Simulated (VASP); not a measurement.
# N (P4_2/mnm) in VASP: settings compared, part 2 of 2

VASP 6.6.1. The steps go on from the part before.

## (3) Single point, PBEsol

File run.py:

```python
from ase.calculators.vasp import Vasp
from ase.dft.bandgap import bandgap
from ase.io import read

atoms = read('POSCAR')
calc = Vasp(
    directory='calc',
    xc='pbesol',
    pp='PBE',
    setups='recommended',
    pp_version='54',
    prec='Accurate',
    encut=520,
    ediff=1e-07,
    ismear=0,
    sigma=0.02,
    lreal=False,
    lasph=True,
    nelm=60,
    algo='Normal',
    isif=2,
    lwave=False,
    lcharg=False,
    kpts=[7, 7, 5],
    gamma=True,
    nbands=18,
)
atoms.calc = calc

print('energy (eV):', atoms.get_potential_energy())
print('free energy (eV):', atoms.get_potential_energy(force_consistent=True))
print('forces (eV/A):')
print(atoms.get_forces())
print('stress (eV/A^3, Voigt):', atoms.get_stress())
print('Fermi level (eV):', calc.get_fermi_level())
gap, top, bottom = bandgap(calc)
print('band gap (eV):', gap, 'from (spin, k, band)', top, 'to', bottom)
```

File POSCAR:

```
N
1.0
    4.0840619700      0.0000000000      0.0000000000
    0.0000000000      4.0840619700      0.0000000000
    0.0000000000      0.0000000000      5.3459132500
N
4
Direct
    0.4042752000      0.5957248000      0.5000000000
    0.0957248000      0.0957248000      0.0000000000
    0.5957248000      0.4042752000      0.5000000000
    0.9042752000      0.9042752000      0.0000000000
```

Potentials or basis: VASP PAW PBE potentials, release 54 (N).

Launch:

```bash
> python run.py
```

Standard output:

```text
energy (eV): -34.13662248
free energy (eV): -34.13662248
forces (eV/A):
[[-0.61336707  0.61336707 -0.        ]
 [ 0.61336707  0.61336707 -0.        ]
 [ 0.61336707 -0.61336707  0.        ]
 [-0.61336707 -0.61336707  0.        ]]
stress (eV/A^3, Voigt): [-0.01124781 -0.01124781 -0.00086784 -0.         -0.         -0.        ]
Fermi level (eV): -6.19980834
band gap (eV): 6.8522 from (spin, k, band) (0, np.int64(29), np.int64(9)) to (0, np.int64(0), np.int64(10))
```

OUTCAR:

```text
ENCUT = 520.000000
   EDIFF = 1.00e-07
   GGA = PS
   PREC = Accurate
   ISIF = 2
   ISMEAR = 0
   NELM = 60
   LASPH = .TRUE.
   LREAL = .FALSE.

 ion  position               nearest neighbor table
   1  0.404  0.596  0.500-   3 1.11
   2  0.096  0.096  0.000-   4 1.11
   3  0.596  0.404  0.500-   1 1.11
   4  0.904  0.904  0.000-   2 1.11

  LATTYP: Found a simple tetragonal cell.
 ALAT       =     4.0840619700
 C/A-ratio  =     1.3089696702

  Lattice vectors:

 A1 = (   4.0840619700,   0.0000000000,   0.0000000000)
 A2 = (   0.0000000000,   4.0840619700,   0.0000000000)
 A3 = (   0.0000000000,   0.0000000000,   5.3459132500)

Analysis of symmetry for initial positions (statically):
=====================================================================
 Subroutine PRICEL returns:
 Original cell was already a primitive cell.

 Routine SETGRP: Setting up the symmetry group for a
 simple tetragonal supercell.

 Subroutine GETGRP returns: Found 16 space group operations
 (whereof  8 operations were pure point group operations)
 out of a pool of 16 trial point group operations.

[... 172 lines left out ...]
 cond. band min:       0.4580572775   @ k =   0.0000   0.0000   0.0000
 fundamental gap:      6.8521142371
 Fermi energy:        -6.1998083421

 k-point     1 :       0.0000    0.0000    0.0000
  band No.  band energies     occupation
      1     -24.7640      2.00000
      2     -24.7007      2.00000
      3      -9.7158      2.00000
      4      -9.7158      2.00000
      5      -8.4572      2.00000
      6      -7.8859      2.00000
[... 481 lines left out ...]
      5      -8.2257      2.00000
      6      -8.2172      2.00000
[... 10 lines left out ...]
     17       8.1650      0.00000
     18       8.5312      0.00000

 [... further k-points ...]

------------------------ aborting loop because EDIFF is reached ----------------------------------------

  FORCE on cell =-STRESS in cart. coord.  units (eV):
  Direction    XX          YY          ZZ          XY          YZ          ZX
  --------------------------------------------------------------------------------------
  -------------------------------------------------------------------------------------
  Total        1.0029388      1.0029388      0.0773834     -0.0000000      0.0000000      0.0000000
  in kB       18.0209819     18.0209819      1.3904388     -0.0000000      0.0000000      0.0000000
  external PRESSURE =      12.4774676 kB  Pullay stress =       0.0000000 kB

 VOLUME and BASIS-vectors are now :
 -----------------------------------------------------------------------------
  energy-cutoff  :      520.00
  volume of cell :       89.17
      direct lattice vectors                 reciprocal lattice vectors
     4.084061970  0.000000000  0.000000000     0.244854267  0.000000000  0.000000000
     0.000000000  4.084061970  0.000000000     0.000000000  0.244854267  0.000000000
     0.000000000  0.000000000  5.345913250     0.000000000  0.000000000  0.187058778

 POSITION                                       TOTAL-FORCE (eV/Angst)
 -----------------------------------------------------------------------------------
      1.65108      2.43298      2.67296        -0.613367      0.613367     -0.000000
      0.39095      0.39095      0.00000         0.613367      0.613367     -0.000000
      2.43298      1.65108      2.67296         0.613367     -0.613367      0.000000
      3.69312      3.69312      0.00000        -0.613367     -0.613367      0.000000
 -----------------------------------------------------------------------------------
    total drift:                                0.000000     -0.000000      0.000000

  FREE ENERGIE OF THE ION-ELECTRON SYSTEM (eV)
  ---------------------------------------------------
  free  energy   TOTEN  =       -34.1366224786 eV

  energy  without entropy=      -34.1366224786  energy(sigma->0) =      -34.13662248
```

INCAR:

```text
ENCUT = 520.000000
SIGMA = 0.020000
EDIFF = 1.00e-07
ALGO = Normal
GGA = PS
PREC = Accurate
ISIF = 2
ISMEAR = 0
NBANDS = 18
NELM = 60
LASPH = .TRUE.
LCHARG = .FALSE.
LWAVE = .FALSE.
LREAL = .FALSE.
```

Wall time 70 s (1 thread of AMD EPYC, shared host); peak memory 0.15 GiB.

Results:

```yaml
Free_energy: -34.1366 eV
Pressure: 1.2 GPa
Largest_force: 0.867 eV/Å
Band_gap_on_the_k_mesh: 6.85 eV, indirect (least direct gap 7.03 eV)
```

Forces in eV/Å, atoms in the order of the input:
```
N   -0.613  0.613  0.000
N    0.613  0.613  0.000
N    0.613 -0.613  0.000
N   -0.613 -0.613  0.000
```

Stress tensor (GPa, compression positive):
```
1.80 0.00 0.00
0.00 1.80 0.00
0.00 0.00 0.14
```

Levels at points of the mesh, in eV from the valence-band top:
```csv
k point,band 7,band 8,band 9,band 10,band 11,band 12,band 13,band 14
"(0.00, 0.00, 0.00)",-1.49,-1.40,-0.99,-0.18,6.85,7.73,8.10,8.10
```

Caveat: the standard files for N, O and F lose accuracy on very short bonds; the PAW data sets were made with another functional, which shifts forces and pressure a little; an odd mesh through Γ misses points on the zone boundary, where band edges often lie. A hybrid or GW would open this gap; PBEsol tends to underestimate it.

## (4) Relaxation of the atoms, PBE+D3(BJ) (volume scaled by 1.25)

File INCAR:

```
SYSTEM = N
PREC = Accurate
ENCUT = 520
EDIFF = 1E-6
ISMEAR = -1
SIGMA = 0.05
LREAL = .False.
LASPH = .True.
NELM = 80
ALGO = Normal
ISIF = 2
LWAVE = .False.
LCHARG = .False.
GGA = PE
IVDW = 12
IBRION = 2
NSW = 60
EDIFFG = -0.005
NELECT = 20.02
```

File KPOINTS:

```
regular mesh
0
Gamma
  7 7 5
  0 0 0
```

File POSCAR:

```
N
1.0
    4.3994223922      0.0000000000      0.0000000000
    0.0000000000      4.3994223922      0.0000000000
    0.0000000000      0.0000000000      5.7587104779
N
4
Selective dynamics
Direct
    0.4042752000      0.5957248000      0.5000000000  F F F
    0.0957248000      0.0957248000      0.0000000000  T T T
    0.5957248000      0.4042752000      0.5000000000  T T T
    0.9042752000      0.9042752000      0.0000000000  T T T
```

Launch:

```bash
> cat potpaw_PBE.54/N/POTCAR > POTCAR
> mpirun -np 1 vasp_std > vasp.out
```

Run time: 17 min. Hardware: 1 thread of AMD EPYC, shared host; peak memory 0.23 GiB.

These settings aren't checked as converged (typed here: NELECT = 20.02): the numbers below hold their error.

Results:

- Free energy: -33.5184 eV
- Energy gained by relaxing: 185.3 meV/atom
- Ionic steps: 15
- Band gap on the k mesh: none (metal or under the smearing width)
- Dispersion energy per atom: -0.040 eV

Caveat: the cell is charged against a uniform background, so pressure and absolute levels hang on convention; the standard files for N, O and F lose accuracy on very short bonds.
